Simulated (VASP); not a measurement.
# AgO3 (Pm-3m) in VASP: single point with PBE

Aim: the single point of AgO3 with PBE.

Everything below comes from runs of VASP 6.6.1. Logs are shortened: lines on timing, memory, paths and dates and some standing lists are left out, and cuts for length are marked.

## Step 1: The cell of the first run

It takes space group Pm-3m (No. 221, cubic). The conventional cell has a = 3.627 Å, b = 3.627 Å, c = 3.627 Å, α = 90.00°, β = 90.00°, γ = 90.00°. Around Ag (site symmetry m-3m) lie 12 O at 2.57 Å. O (site symmetry 4/mmm) has 4 Ag at 2.57 Å and 8 O at 2.57 Å as nearest neighbours.

The cell was built by a generator and needn't be a form met in nature.

## Step 2: Single point, PBE (species swapped into the NbIr3 type (Pm-3m, No. 221))

Input file INCAR:

```
ALGO = Normal ; EDIFF = 1E-6
ENCUT = 520 ; GGA = PE
ISIF = 2 ; ISMEAR = 0
LASPH = T ; LCHARG = T
LELF = T ; LREAL = F
LVHAR = T ; LWAVE = F
NBANDS = 22 ; NELM = 100
PREC = Accurate ; SIGMA = 0.1
```

Input file KPOINTS:

```
k-points
0
Gamma
  6 6 6
```

Input file POSCAR:

```
AgO3
1.0
    3.6274828600      0.0000000000      0.0000000000
    0.0000000000      3.6274828600      0.0000000000
    0.0000000000      0.0000000000      3.6274828600
Ag O
1 3
Direct
    0.0000000000      0.0000000000      0.0000000000
    0.0000000000      0.5000000000      0.5000000000
    0.5000000000      0.0000000000      0.5000000000
    0.5000000000      0.5000000000      0.0000000000
```

Potentials or basis: VASP PAW PBE potentials, release 64 (Ag, O).

On the command line:

```sh
$ cat potpaw_PBE.64/Ag/POTCAR potpaw_PBE.64/O/POTCAR > POTCAR
$ mpirun -np 1 vasp_std > vasp.out
```

OUTCAR:

```text
EDIFF = 1E-6
   ENCUT = 520
   GGA = PE
   ISIF = 2
   ISMEAR = 0
   LASPH = T
   LREAL = F
   NELM = 100
   PREC = Accurate

 ion  position               nearest neighbor table
   1  0.000  0.000  0.000-   2 2.57   3 2.57   4 2.57   2 2.57   3 2.57   2 2.57   4 2.57   2 2.57
                             3 2.57   4 2.57   3 2.57   4 2.57
   2  0.000  0.500  0.500-   1 2.57   1 2.57   1 2.57   1 2.57
   3  0.500  0.000  0.500-   1 2.57   1 2.57   1 2.57   1 2.57
   4  0.500  0.500  0.000-   1 2.57   1 2.57   1 2.57   1 2.57

  LATTYP: Found a simple cubic cell.
 ALAT       =     3.6274828600

  Lattice vectors:

 A1 = (   3.6274828600,   0.0000000000,   0.0000000000)
 A2 = (   0.0000000000,   3.6274828600,   0.0000000000)
 A3 = (   0.0000000000,   0.0000000000,   3.6274828600)

Analysis of symmetry for initial positions (statically):
=====================================================================
 Subroutine PRICEL returns:
 Original cell was already a primitive cell.

 Routine SETGRP: Setting up the symmetry group for a
 simple cubic supercell.

 Subroutine GETGRP returns: Found 48 space group operations
 (whereof 48 operations were pure point group operations)
 out of a pool of 48 trial point group operations.

The static configuration has the point symmetry O_h .

Analysis of symmetry for dynamics (positions and initial velocities):
=====================================================================
 Subroutine PRICEL returns:
 Original cell was already a primitive cell.

 Routine SETGRP: Setting up the symmetry group for a
 simple cubic supercell.

 Subroutine GETGRP returns: Found 48 space group operations
 (whereof 48 operations were pure point group operations)
 out of a pool of 48 trial point group operations.

The dynamic configuration has the point symmetry O_h .

 Subroutine INISYM returns: Found 48 space group operations
 (whereof 48 operations are pure point group operations),
 and found     1 'primitive' translations

----------------------------------------------------------------------------------------

                                     Primitive cell

  volume of cell :      47.7327

  direct lattice vectors                    reciprocal lattice vectors
     3.627482860  0.000000000  0.000000000     0.275673253  0.000000000  0.000000000
     0.000000000  3.627482860  0.000000000     0.000000000  0.275673253  0.000000000
     0.000000000  0.000000000  3.627482860     0.000000000  0.000000000  0.275673253

  length of vectors
     3.627482860  3.627482860  3.627482860     0.275673253  0.275673253  0.275673253

  position of ions in fractional coordinates (direct lattice)
     0.000000000  0.000000000  0.000000000
     0.000000000  0.500000000  0.500000000
     0.500000000  0.000000000  0.500000000
     0.500000000  0.500000000  0.000000000

  ion indices of the primitive-cell ions
   primitive index   ion index
                 1           1
                 2           2
                 3           3
                 4           4

----------------------------------------------------------------------------------------

 KPOINTS: k-points

Automatic generation of k-mesh.
 Grid dimensions read from file:
 generate k-points for:    6    6    6

 Generating k-lattice:

  Cartesian coordinates                     Fractional coordinates (reciprocal lattice)
     0.045945542  0.000000000  0.000000000     0.166666667  0.000000000  0.000000000
     0.000000000  0.045945542  0.000000000     0.000000000  0.166666667  0.000000000
     0.000000000  0.000000000  0.045945542     0.000000000  0.000000000  0.166666667

  Length of vectors
     0.045945542  0.045945542  0.045945542

  Shift w.r.t. Gamma in fractional coordinates (k-lattice)
     0.000000000  0.000000000  0.000000000

 Subroutine IBZKPT returns following result:
 ===========================================

 Found     20 irreducible k-points:

 Following reciprocal coordinates:
            Coordinates               Weight
  0.000000  0.000000  0.000000      1.000000
  0.166667  0.000000  0.000000      6.000000
  0.333333  0.000000  0.000000      6.000000
  0.500000  0.000000  0.000000      3.000000
  0.166667  0.166667  0.000000     12.000000
  0.333333  0.166667  0.000000     24.000000
[... 12 lines left out ...]
  0.500000  0.500000  0.333333      6.000000
  0.500000  0.500000  0.500000      1.000000
   k-points           NKPTS =     20   k-points in BZ     NKDIM =     20   number of bands    NBANDS=     22
   number of dos      NEDOS =    301   number of ions     NIONS =      4
   total plane-waves  NPLWV =  21952
   dimension x,y,z NGX =    28 NGY =   28 NGZ =   28
   dimension x,y,z NGXF=    56 NGYF=   56 NGZF=   56
   ions per type =               1   3
   NGX,Y,Z   is equivalent  to a cutoff of  12.83, 12.83, 12.83 a.u.
   NGXF,Y,Z  is equivalent  to a cutoff of  25.66, 25.66, 25.66 a.u.
 SYSTEM =  unknown system
   PREC   = accura    normal or accurate (medium, high low for compatibility)
   ISTART =      0    job   : 0-new  1-cont  2-samecut
   ICHARG =      2    charge: 1-file 2-atom 10-const
   ISPIN  =      1    spin polarized calculation?
   LNONCOLLINEAR =      F non collinear calculations
   LSORBIT =      F    spin-orbit coupling
   LASPH  =      T    aspherical Exc in radial PAW
   ENCUT  =  520.0 eV  38.22 Ry    6.18 a.u.   6.74  6.74  6.74*2*pi/ulx,y,z
   NELM   =    100;   NELMIN=  2; NELMDL= -5     # of ELM steps
   EDIFF  = 0.1E-05   stopping-criterion for ELM
   LREAL  =      F    real-space projection
   EDIFFG = 0.1E-04   stopping-criterion for IOM
   NSW    =      0    number of steps for IOM
   IBRION =     -1    ionic relax: 0-MD 1-quasi-New 2-CG
   NFREE  =      0    steps in history (QN), initial steepest desc. (CG)
   ISIF   =      2    stress and relaxation
   ISYM   =      2    0-nonsym 1-usesym 2-fastsym
   POTIM  = 0.5000    time-step for ionic-motion
   TEBEG  =    0.0;   TEEND  =   0.0 temperature during run
   PSTRESS=    0.0 pullay stress
   NELECT =      29.0000    total number of electrons
   NUPDOWN=      -1.0000    fix difference up-down
   EMIN   =  10.00;   EMAX   =-10.00  energy-range for DOS
   EFERMI =   0.00;   METHOD = LEGACY
   ISMEAR =     0;   SIGMA  =   0.10  broadening in eV -4-tet -1-fermi 0-gaus
   EFERMI_NEDOS =   21; number of points for ismear=-14 and -15
   IALGO  =     38    algorithm
   IMIX   =      4    mixing-type and parameters
     AMIX     =   0.40;   BMIX     =  1.00
     AMIX_MAG =   1.60;   BMIX_MAG =  1.00
  volume/ion in A,a.u.               =      11.93        80.53
  Fermi-wavevector in a.u.,A,eV,Ry     =   1.386550  2.620199 26.157476  1.922520
  Thomas-Fermi vector in A             =   2.510855
   LORBIT       =      0    0 simple, 1 ext, 2 COOP (PROOUT), +10 PAW based schemes
   GGA     = PE    functional components
   LHFCALC =     F    Hartree Fock is set to
   AEXX    =    0.0000 exact exchange contribution
   IVDW    =     0    specifies the selected vdW correction
   LEPSILON=     F    determine dielectric tensor
   LRPA    =     F    only Hartree local field effects (RPA)
 non-spin polarized calculation
 Gauss-broadening in eV      SIGMA  =   0.10
  energy-cutoff  :      520.00
  volume of cell :       47.73
 maximum number of plane-waves:      1328
 NGX is ok and might be reduce to    28
   NGX = 13   NGY = 13   NGZ = 13

 number of electron      29.0000017 magnetization

 Free energy of the ion-electron system (eV)
  ---------------------------------------------------
  ext. energy  EPLUGINS =         0.00000000
  ---------------------------------------------------
  free energy    TOTEN  =       -11.60392816 eV

  energy without entropy =      -11.56191479  energy(sigma->0) =      -11.58292148

 E-fermi :   2.1415     XC(G=0): -11.1305

 val. band max:        2.1368409533   @ k =   0.3333   0.3333   0.1667
 cond. band min:       2.1535291786   @ k =   0.5000   0.1667   0.1667
 fundamental gap:      0.0166882253
 Fermi energy:         2.1414813921

 k-point     1 :       0.0000    0.0000    0.0000
  band No.  band energies     occupation
      1     -15.8482      2.00000
      2     -13.5767      2.00000
      3     -13.5767      2.00000
      4      -1.2437      2.00000
      5      -1.2437      2.00000
      6      -1.2437      2.00000
[... 14 lines left out ...]
     21      17.6924      0.00000
     22      17.8069      0.00000

 k-point     2 :       0.1667    0.0000    0.0000
  band No.  band energies     occupation
      1     -15.7193      2.00000
      2     -13.7260      2.00000
      3     -13.5573      2.00000
      4      -1.4403      2.00000
      5      -1.4403      2.00000
      6      -1.2294      2.00000
[... 14 lines left out ...]
     21      17.2977      0.00000
     22      17.2977      0.00000

 k-point     3 :       0.3333    0.0000    0.0000
  band No.  band energies     occupation
      1     -15.3752      2.00000
      2     -14.1126      2.00000
      3     -13.5186      2.00000
      4      -1.7558      2.00000
      5      -1.7558      2.00000
      6      -1.4632      2.00000
[... 14 lines left out ...]
     21      16.4772      0.00000
     22      17.7742      0.00000
[... 376 lines left out ...]
 k-point    19 :       0.5000    0.5000    0.3333
  band No.  band energies     occupation
      1     -14.2846      2.00000
      2     -14.2703      2.00000
      3     -14.2703      2.00000
      4      -2.1441      2.00000
      5      -1.9100      2.00000
      6      -1.7157      2.00000
[... 14 lines left out ...]
     21      15.1111      0.00000
     22      19.7922      0.00000

 k-point    20 :       0.5000    0.5000    0.5000
  band No.  band energies     occupation
      1     -14.2625      2.00000
      2     -14.2625      2.00000
      3     -14.2625      2.00000
      4      -2.1463      2.00000
      5      -1.7836      2.00000
      6      -1.7836      2.00000
[... 14 lines left out ...]
     21      15.0626      0.00000
     22      19.8597      0.00000

------------------------ aborting loop because EDIFF is reached ----------------------------------------

  FORCE on cell =-STRESS in cart. coord.  units (eV):
  Direction    XX          YY          ZZ          XY          YZ          ZX
  --------------------------------------------------------------------------------------
  -------------------------------------------------------------------------------------
  Total       -4.0667428     -4.0667428     -4.0667428      0.0000000      0.0000000      0.0000000
  in kB     -136.5026819   -136.5026819   -136.5026819      0.0000000      0.0000000      0.0000000
  external PRESSURE =    -136.5026819 kB  Pullay stress =       0.0000000 kB

 VOLUME and BASIS-vectors are now :
 -----------------------------------------------------------------------------
  energy-cutoff  :      520.00
  volume of cell :       47.73
      direct lattice vectors                 reciprocal lattice vectors
     3.627482860  0.000000000  0.000000000     0.275673253  0.000000000  0.000000000
     0.000000000  3.627482860  0.000000000     0.000000000  0.275673253  0.000000000
     0.000000000  0.000000000  3.627482860     0.000000000  0.000000000  0.275673253

 POSITION                                       TOTAL-FORCE (eV/Angst)
 -----------------------------------------------------------------------------------
      0.00000      0.00000      0.00000         0.000000      0.000000      0.000000
      0.00000      1.81374      1.81374         0.000000      0.000000      0.000000
      1.81374      0.00000      1.81374         0.000000      0.000000      0.000000
      1.81374      1.81374      0.00000         0.000000      0.000000      0.000000
 -----------------------------------------------------------------------------------
    total drift:                                0.000000      0.000000      0.000000

  FREE ENERGIE OF THE ION-ELECTRON SYSTEM (eV)
  ---------------------------------------------------
  free  energy   TOTEN  =       -11.6039281589 eV

  energy  without entropy=      -11.5619147944  energy(sigma->0) =      -11.58292148
```

Run time: 45 s. Hardware: 1 thread of AMD EPYC 7R43 (Zen 3), shared host; peak memory 0.12 GiB.

What came out:

- Free energy: -11.6039 eV
- Pressure: -13.7 GPa
- Band gap on the k mesh: none (metal or under the smearing width)

Caveat: an odd number of electrons without spin polarisation forces a metal; a magnetic or distorted state may lie lower.
